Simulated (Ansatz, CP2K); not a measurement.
Given: the input of a run of CP2K 2026.2 on TiO2. The cell is a database's computed one, not the measured one.

Contents of tio2_scf.inp:

```
&GLOBAL
  PROJECT tio2_scf
  RUN_TYPE ENERGY_FORCE
  PRINT_LEVEL LOW
&END GLOBAL
&FORCE_EVAL
  METHOD QS
  STRESS_TENSOR ANALYTICAL
  &DFT
    BASIS_SET_FILE_NAME BASIS_MOLOPT_UZH
    POTENTIAL_FILE_NAME POTENTIAL_UZH
    &MGRID
      CUTOFF 600
      REL_CUTOFF 60
      NGRIDS 4
    &END MGRID
    &QS
      METHOD GPW
      EPS_DEFAULT 1.0E-10
    &END QS
    &KPOINTS
      SCHEME MONKHORST-PACK 6 6 9
      GAMMA_CENTERED T
      SYMMETRY T
      SYMMETRY_BACKEND SPGLIB
    &END KPOINTS
    &SCF
      SCF_GUESS ATOMIC
      EPS_SCF 1.0E-6
      MAX_SCF 100
      ADDED_MOS 24
      CHOLESKY OFF
      EPS_EIGVAL 1.0E-7
      &DIAGONALIZATION ON
        ALGORITHM STANDARD
      &END DIAGONALIZATION
      &MIXING ON
        METHOD BROYDEN_MIXING
        ALPHA 0.4
        BETA 1.5
        NBUFFER 8
      &END MIXING
      &SMEAR ON
        METHOD GAUSSIAN
        SIGMA [eV] 0.012
      &END SMEAR
    &END SCF
    &XC
      &XC_FUNCTIONAL
        &GGA_X_PBE
        &END GGA_X_PBE
        &GGA_C_PBE
        &END GGA_C_PBE
      &END XC_FUNCTIONAL
    &END XC
    &PRINT
      &KPOINTS ON
      &END KPOINTS
      &MULLIKEN ON
      &END MULLIKEN
      &MO ON
        ENERGIES T
        OCCUPATION_NUMBERS T
        &EACH
          QS_SCF 0
        &END EACH
        ADD_LAST NUMERIC
      &END MO
      &E_DENSITY_CUBE ON
        STRIDE 2
      &END E_DENSITY_CUBE
      &V_HARTREE_CUBE ON
        STRIDE 2
      &END V_HARTREE_CUBE
      &ELF_CUBE ON
        STRIDE 2
      &END ELF_CUBE
    &END PRINT
  &END DFT
  &SUBSYS
    &CELL
      A 4.5998373239 0.0000000000 0.0000000000
      B 0.0000000000 4.5998373239 0.0000000000
      C 0.0000000000 0.0000000000 2.9592135600
      PERIODIC XYZ
    &END CELL
    &COORD
      SCALED
      Ti  0.0000000000 0.0000000000 0.5000000000
      Ti  0.5000000000 0.5000000000 0.0000000000
      O   0.3043213200 0.3043213200 0.5000000000
      O   0.1956786800 0.8043213200 0.0000000000
      O   0.8043213200 0.1956786800 0.0000000000
      O   0.6956786800 0.6956786800 0.5000000000
    &END COORD
    &KIND Ti
      BASIS_SET TZVP-MOLOPT-PBE-GTH-q12
      POTENTIAL GTH-PBE-q12
    &END KIND
    &KIND O
      BASIS_SET TZVP-MOLOPT-PBE-GTH-q6
      POTENTIAL GTH-PBE-q6
    &END KIND
    &PRINT
      &ATOMIC_COORDINATES ON
      &END ATOMIC_COORDINATES
      &CELL ON
      &END CELL
    &END PRINT
  &END SUBSYS
  &PRINT
    &FORCES ON
    &END FORCES
    &STRESS_TENSOR ON
    &END STRESS_TENSOR
  &END PRINT
&END FORCE_EVAL
```

Potentials or basis: POTENTIAL_UZH Ti GTH-PBE-q12, O GTH-PBE-q6; TZVP-MOLOPT-PBE-GTH basis.

Command:

```bash
$ OMP_NUM_THREADS=1 cp2k.psmp -i tio2_scf.inp -o tio2_scf.out
```

Q: What does the same run look like in Ansatz 0.2.0? Potentials or basis there: Ansatz PAW, cutoff 420 eV.

A: As run (cutoffs and basis follow the program's own potentials, and thresholds, step limits or extra output files can differ):

File input.yaml:

```yaml
crystal:
  lattice:
    - [4.5998373239, 0.0, 0.0]
    - [0.0, 4.5998373239, 0.0]
    - [0.0, 0.0, 2.95921356]
  atoms:
    - { symbol: Ti, position: [0.0, 0.0, 0.5] }
    - { symbol: Ti, position: [0.5, 0.5, 0.0] }
    - { symbol: O, position: [0.30432132, 0.30432132, 0.5] }
    - { symbol: O, position: [0.19567868, 0.80432132, 0.0] }
    - { symbol: O, position: [0.80432132, 0.19567868, 0.0] }
    - { symbol: O, position: [0.69567868, 0.69567868, 0.5] }
hamiltonian:
  xc: pbe
  pseudopotentials: { kind: paw }
kpoints:
  mp_grid: { grid: [6, 6, 9] }
scf:
  occupations: { method: gaussian, width: 0.012 }
output:
  forces: true
  stress: true
  eigenvalues: true
```

Potentials or basis: Ansatz PAW.

Launch:

```sh
$ ansatz run input.yaml --threads 2 --pin off --max-ram 5632MiB --backend cpu --events-out ev --progress --plain --runs-dir out
```

Both were run:

|  | CP2K | Ansatz |
| --- | --- | --- |
| Pressure | 5.2 GPa | 4.2 GPa |

Ansatz's pressure holds a Pulay term of +0.73 GPa for its cutoff of 420 eV, which the other run lacks.

Where Ansatz's input types no cutoff or centring, it takes its own default and a Γ-centred mesh.

Pressure is positive in compression.
